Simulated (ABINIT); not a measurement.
The system is MoS2.

```
CELL_PARAMETERS angstrom
3.22746 0.00000 0.00000
-1.61373 2.79507 0.00000
0.00000 0.00000 6.31247
ATOMIC_POSITIONS crystal
Mo 0.00000 0.00000 0.50000
S 0.66667 0.33333 0.74468
S 0.33333 0.66667 0.25532
```

Measurements of this composition are mostly on another form, of space group No. 194.

- Program: ABINIT 10.8.3 (patched build)
- Task: single point
- Functional: PBE
- Potentials or basis: JTH PAW PBE v2.0
- Cutoff: 544 eV
- k mesh: 9 × 9 × 4
- Occupations: fermi-dirac, width 0.05 eV
- Spin: no spin polarisation

On this cell: pressure 1.1 GPa; largest force 0.287 eV/Å; band gap on the k mesh none (metal or under the smearing width).

The same run follows on a disturbed copy (atoms moved at random, drawn with an rms of 0.05 Å):

```
CELL_PARAMETERS angstrom
3.22746 0.00000 0.00000
-1.61373 2.79507 0.00000
0.00000 0.00000 6.31247
ATOMIC_POSITIONS crystal
Mo 0.99403 0.98173 0.49930
S 0.65564 0.32224 0.74824
S 0.33381 0.68688 0.25256
```

Question: What does the disturbed cell give?

Answer: The energy (extrapolated to zero smearing) moves by +8.9 meV/atom; pressure -0.3 GPa; largest force 0.568 eV/Å; band gap on the k mesh none (metal or under the smearing width).

Forces on the atoms (eV/Å):
```
Mo  -0.260  0.379  0.267
S    0.057  0.131 -0.123
S    0.203 -0.510 -0.144
```

Stress tensor (GPa, compression positive):
```
 0.15 -0.43 -0.66
-0.43 -1.75  2.75
-0.66  2.75  0.63
```

Caveats: this functional lacks dispersion, which binds the layers, so the pressure and a relaxed spacing across them are unreliable (some runs).
